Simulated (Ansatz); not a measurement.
# Zr at several levels of theory

One geometry, relaxed with PBE, and single points on it; plane waves with PAW potentials in Ansatz, scalar-relativistic unless the row names spin-orbit coupling. No spin polarisation. Meshes are on the primitive cell of 2 atoms. Gaps are the least over mesh and band path; pressure is positive in compression. Smearing is Gaussian, 0.10 eV.

```
Zr
1.0
     3.23363    0.00000    0.00000
    -1.61681    2.80040    0.00000
     0.00000    0.00000    5.16749
Zr
2
Direct
  0.33333 0.66667 0.25000
  0.66667 0.33333 0.75000
```

| level | cutoff (eV) | k mesh | gap (eV) | pressure (GPa) | rough cost with bands (core-min) |
| --- | --- | --- | --- | --- | --- |
| PBE | 420 | 18×18×8 | 0 | 0.0 | 0.4 |

Problem. What do r2SCAN, PBE with spin-orbit coupling, PBEsol give on the same cell?

Solution.
```
                       level cutoff (eV) k mesh gap (eV) pressure (GPa) rough cost with bands (core-min)
                      r2SCAN          500  18×18×8         0             0.4                               0.9
PBE with spin-orbit coupling          420  18×18×8         0             0.0                                 1
                      PBEsol          420  18×18×8         0            -3.7                               0.4
```